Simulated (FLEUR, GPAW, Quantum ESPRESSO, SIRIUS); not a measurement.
**Au: programs and potentials compared**

```
Au
1.0
     0.00000    2.03500    2.03500
     2.03500    0.00000    2.03500
     2.03500    2.03500    0.00000
Au
1
Cartesian
  0.0000 0.0000 0.0000
```

Alike in all runs: task equation of state; functional PBEsol; k mesh 11 × 11 × 11; occupations fermi-dirac, width 0.05 eV; no spin polarisation; no spin-orbit coupling.

```csv
program and potentials,plane-wave cutoff (eV),notes,equilibrium volume (Å³/atom),bulk modulus (GPa)
"FLEUR, all-electron, FLAPW",-,-,17.00,175.4
"SIRIUS, all-electron FP-LAPW, apw+lo standard",-,-,17.00,177.8
"Quantum ESPRESSO, PseudoDojo 0.4.1 SR PBEsol standard",1034,-,16.98,176.3
"GPAW, PAW data sets generated for this functional",600,-,17.29,173.3
```

The equilibrium volume spans 16.98 (Quantum ESPRESSO, PseudoDojo 0.4.1 SR PBEsol standard) to 17.29 Å³/atom (GPAW, PAW data sets generated for this functional), with all-electron results at 17.00. The bulk modulus spans 173.3 (GPAW, PAW data sets generated for this functional) to 177.8 GPa (SIRIUS, all-electron FP-LAPW, apw+lo standard), with all-electron results at 175.4 to 177.8. For a metal such a mesh isn't converged, which the comparison doesn't need.

The functional is the same throughout but for its coding, so the spread measures potentials, basis and numerics; runs on potential files found faulty are left out.

The two all-electron codes and the PseudoDojo calculation give nearly the same equilibrium volume for gold, while GPAW stands apart with a larger cell and the lowest bulk modulus. That pairing is physically consistent: expansion weakens both the s-d bonding and the short-range repulsion between filled 5d shells, whose steep rise on compression makes gold stiff. The link does not order every row, however, as SIRIUS gives the highest bulk modulus without the smallest volume.

The PseudoDojo bulk modulus falls between the two all-electron values, so no pseudopotential error in stiffness can be resolved. As a curvature, this quantity is more sensitive than the volume to small numerical differences in the energies. The GPAW offset in volume is clearly larger than the all-electron scatter and probably reflects the PAW data set, for instance its treatment of the 5p semicore or its projectors, though basis convergence could also contribute. Close agreement near equilibrium does not establish that the potentials remain equivalent under strong compression, where core overlap matters more.
